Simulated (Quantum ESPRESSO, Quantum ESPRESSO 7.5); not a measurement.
## black phosphorene, 1 layer, stepped through biaxial strain

Wanted: a table for black phosphorene, 1 layer against biaxial strain, and what can be fitted to it.

Calculated with Quantum ESPRESSO 7.5; plane-wave DFT, PBE, GBRV ultrasoft pseudopotentials.

### 1. The starting structure

The cell holds 4 atoms: 4 P. Its edges and angles: a = 4.620 Å, b = 3.300 Å, c = 17.240 Å, α = 90.0°, β = 90.0°, γ = 90.0°. It derives from P. Vacuum lies along c.

Set-up: Cell and atoms are first relaxed; each strained cell is then held and the atoms relax in it. A periodic run with 15 Å of vacuum in the starting cell gives the vacuum levels, and bands follow along a path.

Members -2, -1, 0, 1 and 2 took the same steps and show in the table alone.

### 2. Relaxing cell and ions of the reference

What the set-up leaves free in this member is relaxed.

ref.relax.in reads:

```
&control
  prefix = 'ref.relax'
  outdir = './out'
  pseudo_dir = './pseudo'
  nstep = 80
  forc_conv_thr = 0.0004
  calculation = 'vc-relax'
  etot_conv_thr = 1e-06
/
&system
  ibrav = 0
  nat = 4
  ntyp = 1
  ecutwfc = 50
  ecutrho = 250
  occupations = 'smearing'
  smearing = 'fd'
  degauss = 0.004
/
&electrons
  conv_thr = 1e-09
  mixing_beta = 0.4
  electron_maxstep = 120
  mixing_mode = 'plain'
/
&ions
/
&cell
  cell_dofree = '2Dxy'
  press_conv_thr = 0.3
/
ATOMIC_SPECIES
  P   30.9738  p_pbe_v1.5.uspp.F.UPF
CELL_PARAMETERS angstrom
  4.62000000000000 0.00000000000000 0.00000000000000
  0.00000000000000 3.30000000000000 0.00000000000000
  0.00000000000000 0.00000000000000 17.24000000000000
ATOMIC_POSITIONS crystal
  P   0.090000000000 0.000000000000 0.435034802784
  P   0.410000000000 0.500000000000 0.440835266821
  P   0.590000000000 0.500000000000 0.559164733179
  P   0.910000000000 0.000000000000 0.564965197216
K_POINTS automatic
  8 10 1 0 0 0
```

Started as:

```console
$ OMP_NUM_THREADS=1 mpirun -n 4 pw.x -nk 4 -in ref.relax.in > ref.relax.out
```

What it wrote:

```text
Program PWSCF v.7.5 starts
[citation notice left out]

     Parallel version (MPI & OpenMP), running on       4 processor cores
     Number of MPI processes:                 4
     Threads/MPI process:                     1

     MPI processes distributed on     1 nodes
[...]
Current dimensions of program PWSCF are:
     Max number of different atomic species (ntypx) = 10
     Max number of k-points (npk) =  40000
     Max angular momentum in pseudopotentials (lmaxx) =  4
     Message from routine setup:
     using ibrav=0 with symmetry is DISCOURAGED, use correct ibrav instead

     K-points division:     npool     =       4
     Subspace diagonalization in iterative solution of the eigenvalue problem:
     a serial algorithm will be used

     G-vector sticks info
     --------------------
     sticks:   dense  smooth     PW     G-vecs:    dense   smooth      PW
     Sum        1073     871    259               118279    84733   13669

     Using Slab Decomposition

     bravais-lattice index     =            0
     lattice parameter (alat)  =       8.7305  a.u.
     unit-cell volume          =    1773.7393 (a.u.)^3
     number of atoms/cell      =            4
     number of atomic types    =            1
     number of electrons       =        20.00
     number of Kohn-Sham states=           14
     kinetic-energy cutoff     =      50.0000  Ry
     charge density cutoff     =     250.0000  Ry
     scf convergence threshold =      1.0E-09
     mixing beta               =       0.4000
     number of iterations used =            8  plain     mixing
     energy convergence thresh.=      1.0E-06
     force convergence thresh. =      4.0E-04
     press convergence thresh. =      3.0E-01
     Exchange-correlation=  SLA  PW   PBX  PBC
                           (   1   4   3   4   0   0   0)
     nstep                     =           80

     celldm(1)=   8.730535  celldm(2)=   0.000000  celldm(3)=   0.000000
     celldm(4)=   0.000000  celldm(5)=   0.000000  celldm(6)=   0.000000

     crystal axes: (cart. coord. in units of alat)
               a(1) = (   1.000000   0.000000   0.000000 )
               a(2) = (   0.000000   0.714286   0.000000 )
               a(3) = (   0.000000   0.000000   3.731602 )

     reciprocal axes: (cart. coord. in units 2 pi/alat)
               b(1) = (  1.000000  0.000000  0.000000 )
               b(2) = (  0.000000  1.400000  0.000000 )
               b(3) = (  0.000000  0.000000  0.267981 )

     PseudoPot. # 1 for P  read from file:
     ./pseudo/p_pbe_v1.5.uspp.F.UPF
     Pseudo is Ultrasoft + core correction, Zval =  5.0
     Generated by new atomic code, or converted to UPF format
     Using radial grid of  903 points,  6 beta functions with:
                l(1) =   0
                l(2) =   0
                l(3) =   1
                l(4) =   1
                l(5) =   2
                l(6) =   2
     Q(r) pseudized with  8 coefficients,  rinner =    1.300   1.300   1.300
                                                       1.300   1.300

     atomic species   valence    mass     pseudopotential
     P                 5.00    30.97380     P ( 1.00)

      4 Sym. Ops., with inversion, found

   Cartesian axes

     site n.     atom                  positions (alat units)
         1        P      tau(   1) = (   0.0900000   0.0000000   1.6233766  )
         2        P      tau(   2) = (   0.4100000   0.3571429   1.6450216  )
         3        P      tau(   3) = (   0.5900000   0.3571429   2.0865801  )
         4        P      tau(   4) = (   0.9100000   0.0000000   2.1082251  )

     number of k points=    30  Fermi-Dirac smearing, width (Ry)=  0.0040
                       cart. coord. in units 2pi/alat
        k(    1) = (   0.0000000   0.0000000   0.0000000), wk =   0.0250000
        k(    2) = (   0.0000000   0.1400000   0.0000000), wk =   0.0500000
        k(    3) = (   0.0000000   0.2800000   0.0000000), wk =   0.0500000
        k(    4) = (   0.0000000   0.4200000   0.0000000), wk =   0.0500000
        k(    5) = (   0.0000000   0.5600000   0.0000000), wk =   0.0500000
        k(    6) = (   0.0000000  -0.7000000   0.0000000), wk =   0.0250000
        k(    7) = (   0.1250000   0.0000000   0.0000000), wk =   0.0500000
        k(    8) = (   0.1250000   0.1400000   0.0000000), wk =   0.1000000
        k(    9) = (   0.1250000   0.2800000   0.0000000), wk =   0.1000000
        k(   10) = (   0.1250000   0.4200000   0.0000000), wk =   0.1000000
[...]
k(   30) = (  -0.5000000  -0.7000000   0.0000000), wk =   0.0250000

     Dense  grid:   118279 G-vectors     FFT dimensions: (  45,  32, 180)

     Smooth grid:    84733 G-vectors     FFT dimensions: (  40,  30, 150)

     Estimated max dynamical RAM per process >     192.62 MB

     Estimated total dynamical RAM >     683.86 MB

     Initial potential from superposition of free atoms

     starting charge      19.9994, renormalised to      20.0000

     negative rho (up, down):  7.170E-05 0.000E+00
     Starting wfcs are   16 randomized atomic wfcs

     total cpu time spent up to now is        4.5 secs

     per-process dynamical memory:    89.4 Mb

     Self-consistent Calculation

     iteration #  1     ecut=    50.00 Ry     beta= 0.40
     Davidson diagonalization with overlap
     ethr =  1.00E-02,  avg # of iterations =  3.0

     Threshold (ethr) on eigenvalues was too large:
     Diagonalizing with lowered threshold

     Davidson diagonalization with overlap
     ethr =  3.09E-04,  avg # of iterations =  2.5

     negative rho (up, down):  8.090E-06 0.000E+00

     total cpu time spent up to now is       12.2 secs

     total energy              =     -62.05848340 Ry
     estimated scf accuracy    <       0.06380762 Ry

     iteration #  2     ecut=    50.00 Ry     beta= 0.40
[...]
negative rho (up, down):  5.684E-05 0.000E+00

[...]
total energy              =     -62.05643038 Ry
     estimated scf accuracy    <       0.01867981 Ry

     iteration #  3     ecut=    50.00 Ry     beta= 0.40
[...]
negative rho (up, down):  7.821E-05 0.000E+00

[...]
total energy              =     -62.05760592 Ry
     estimated scf accuracy    <       0.00058180 Ry

     iteration #  4     ecut=    50.00 Ry     beta= 0.40
[...]
negative rho (up, down):  9.139E-05 0.000E+00

[...]
total energy              =     -62.05784219 Ry
     estimated scf accuracy    <       0.00016577 Ry

[...]
!    total energy              =     -62.06479901 Ry
     estimated scf accuracy    <          2.0E-10 Ry
     smearing contrib. (-TS)   =      -0.00000194 Ry
     internal energy E=F+TS    =     -62.06479708 Ry

     The total energy is F=E-TS. E is the sum of the following terms:
     one-electron contribution =    -278.42857950 Ry
     hartree contribution      =     142.76969517 Ry
     xc contribution           =     -23.55974264 Ry
     ewald contribution        =      97.15382990 Ry

     convergence has been achieved in   8 iterations

     negative rho (up, down):  1.171E-04 0.000E+00

     Forces acting on atoms (cartesian axes, Ry/au):

     atom    1 type  1   force =    -0.00169064    0.00000000    0.01445499
     atom    2 type  1   force =     0.00175504    0.00000000   -0.00455129
     atom    3 type  1   force =    -0.00175504    0.00000000    0.00455129
     atom    4 type  1   force =     0.00169064    0.00000000   -0.01445499

     Total force =     0.021707     Total SCF correction =     0.000013

     Computing stress (Cartesian axis) and pressure

     negative rho (up, down):  1.171E-04 0.000E+00
          total   stress  (Ry/bohr**3)                   (kbar)     P=       -1.07
  -0.00000013   0.00000000  -0.00000006           -0.02        0.00       -0.01
   0.00000000   0.00000139   0.00000000            0.00        0.21        0.00
  -0.00000006   0.00000000  -0.00002298           -0.01        0.00       -3.38

     Energy error            =      2.5E-03 Ry
     Gradient error          =      1.4E-02 Ry/Bohr
     Cell gradient error     =      2.1E-01 kbar

     number of scf cycles    =   3
     number of bfgs steps    =   2

     enthalpy           old  =     -62.0622965255 Ry
     enthalpy           new  =     -62.0647990136 Ry

     CASE: enthalpy          _new < enthalpy          _old

     new trust radius        =       0.0392669224 bohr
     new conv_thr            =       0.0000000004 Ry

     new unit-cell volume =   1774.69446 a.u.^3 (   262.98259 Ang^3 )
     density =      0.78231 g/cm^3

CELL_PARAMETERS (angstrom)
   4.621560422   0.000000000   0.000000000
   0.000000000   3.300662325   0.000000000
   0.000000000   0.000000000  17.240000000

ATOMIC_POSITIONS (crystal)
P                0.0888199836        0.0000000000        0.4387869182
P                0.4120119660        0.5000000000        0.4385470194
P                0.5879880340        0.5000000000        0.5614529806
P                0.9111800164        0.0000000000        0.5612130818

[...]
NEW-OLD atomic charge density approx. for the potential
     New effective cutoffs (rho, wfc):  249.95   49.99

     negative rho (up, down):  1.276E-04 0.000E+00

     total cpu time spent up to now is      154.6 secs

     per-process dynamical memory:    95.6 Mb

[...]
!    total energy              =     -62.06540815 Ry
[...]
Total force =     0.005354     Total SCF correction =     0.000008
[...]
number of bfgs steps    =   3
[...]
new trust radius        =       0.0041910543 bohr
[...]
!    total energy              =     -62.06543208 Ry
[...]
Total force =     0.003462     Total SCF correction =     0.000004
[...]
number of bfgs steps    =   4
[...]
new trust radius        =       0.0059314153 bohr
[...]
!    total energy              =     -62.06545089 Ry
[...]
Total force =     0.001289     Total SCF correction =     0.000007
[...]
number of bfgs steps    =   5
[...]
new trust radius        =       0.0020095546 bohr
[...]
!    total energy              =     -62.06545379 Ry
[...]
Total force =     0.000499     Total SCF correction =     0.000003
[...]
number of bfgs steps    =   6
[...]
new trust radius        =       0.0008188700 bohr
[...]
!    total energy              =     -62.06545446 Ry
[...]
Total force =     0.000367     Total SCF correction =     0.000003
[...]
Self-consistent Calculation

     iteration #  1     ecut=    50.00 Ry     beta= 0.40
     Davidson diagonalization with overlap
     ethr =  1.00E-06,  avg # of iterations = 17.5

     negative rho (up, down):  1.073E-05 0.000E+00

     total cpu time spent up to now is      353.7 secs

     total energy              =     -62.06720170 Ry
     estimated scf accuracy    <       0.06441736 Ry

[...]
iteration # 11     ecut=    50.00 Ry     beta= 0.40
[...]
negative rho (up, down):  1.158E-04 0.000E+00

[...]
End of self-consistent calculation

          k = 0.0000 0.0000 0.0000 ( 10525 PWs)   bands (ev):

   -16.4898 -14.0298 -10.7077  -7.1939  -6.2464  -6.0247  -4.8568  -3.2801
    -3.1971  -1.5485  -0.6469   0.0966   1.1205   1.7603

          k = 0.0000 0.1399 0.0000 ( 10530 PWs)   bands (ev):

   -16.3711 -13.9057 -10.7559  -7.1043  -6.3539  -5.9202  -5.5046  -3.9289
    -3.1519  -1.5719  -0.5360   1.0681   1.1347   2.0148

          k = 0.0000 0.2799 0.0000 ( 10598 PWs)   bands (ev):

   -16.0173 -13.5345 -11.0023  -7.0165  -6.8522  -6.5021  -5.6156  -4.6033
    -3.0956  -1.7679  -0.2129   0.0980   2.4640   2.5637

          k = 0.0000 0.4198 0.0000 ( 10610 PWs)   bands (ev):

   -15.4366 -12.9198 -11.6444  -8.3207  -6.9792  -6.5083  -5.1464  -4.5542
    -3.2740  -2.2262  -0.4283   0.2445   1.1561   1.4176

          k = 0.0000 0.5598 0.0000 ( 10634 PWs)   bands (ev):

   -14.6465 -12.6247 -12.0686  -9.7222  -6.8531  -6.2816  -4.6097  -4.2824
    -3.6079  -2.8871  -0.1521   0.0681   0.0840   1.3315

          k = 0.0000-0.6997 0.0000 ( 10630 PWs)   bands (ev):

   -13.6849 -13.6811 -10.9943 -10.9936  -6.4644  -6.4635  -4.2419  -4.2366
    -3.4797  -3.4795  -0.3176  -0.3100   0.6182   0.6223

[...]
the Fermi energy is    -1.0822 ev

!    total energy              =     -62.06545455 Ry
     estimated scf accuracy    <          7.4E-13 Ry
     smearing contrib. (-TS)   =      -0.00000086 Ry
     internal energy E=F+TS    =     -62.06545369 Ry

     The total energy is F=E-TS. E is the sum of the following terms:
     one-electron contribution =    -279.57125306 Ry
     hartree contribution      =     143.33110125 Ry
     xc contribution           =     -23.57299255 Ry
     ewald contribution        =      97.74769067 Ry

     convergence has been achieved in  11 iterations

     negative rho (up, down):  1.158E-04 0.000E+00

     Forces acting on atoms (cartesian axes, Ry/au):

     atom    1 type  1   force =    -0.00013270    0.00000000   -0.00006702
     atom    2 type  1   force =    -0.00018267    0.00000000   -0.00010847
     atom    3 type  1   force =     0.00018267   -0.00000000    0.00010847
     atom    4 type  1   force =     0.00013270    0.00000000    0.00006702

     Total force =     0.000367     Total SCF correction =     0.000000

     Computing stress (Cartesian axis) and pressure

     negative rho (up, down):  1.158E-04 0.000E+00
          total   stress  (Ry/bohr**3)                   (kbar)     P=        0.17
   0.00000145   0.00000000   0.00000072            0.21        0.00        0.11
   0.00000000   0.00000175   0.00000000            0.00        0.26        0.00
   0.00000072   0.00000000   0.00000035            0.11        0.00        0.05

[...]
=------------------------------------------------------------------------------=
   JOB DONE.
=------------------------------------------------------------------------------=
```

Wall time 6.7 min (4 MPI ranks of Intel Xeon at 2.70GHz, shared host); peak memory 0.87 GiB; 27 min of CPU time.

Relaxation path:

```
step  energy less that of the first step (eV)  largest force (eV/Å)  volume (Å³)
   1                                   0.0000                1.0217       262.84
   2                                  -0.0591                0.7353       262.88
   3                                  -0.0932                0.3742       262.95
   4                                  -0.1015                0.0966       262.98
   5                                  -0.1018                0.0570       262.96
   6                                  -0.1021                0.0215       262.94
   7                                  -0.1021                0.0073       262.96
   8                                  -0.1021                0.0055       262.99
   9                                  -0.1021                0.0055       262.99
```

```csv
cell as run,before,after,change
a (Å),4.620,4.621,+0.0 %
b (Å),3.300,3.301,+0.0 %
```

The atoms that moved most (Å, along periodic axes as changes of fractional coordinates times the final cell, across vacuum about the mean position):

```csv
atom,dx,dy,dz,length
P4,0.005,0.000,-0.066,0.066
P1,-0.005,0.000,0.066,0.066
P3,-0.007,0.000,0.034,0.034
P2,0.007,0.000,-0.034,0.034
```

 The last row is no step: it is a fresh SCF in the final cell with a new plane-wave basis, -0 meV from the row before.

Read from the output:

* free energy: -844.4435 eV
* Fermi energy: -1.082 eV

(Continued in part 2 of 6.)

[Logs are printed without paths, hosts, clocks, repeated set-up lines and the standing remarks that a program may print on its own settings, such as how far it seeks lower states.]

[Hosts, paths, dates, database ids (printed as entryN), source tags and the programs' standing remarks are cut or masked in the printed files.]

[Maps of the electrostatic potential energy from Ansatz leave out the sawtooth potential of an applied field or a dipole correction, so their vacuum need not be flat; planar profiles and work functions include it.]
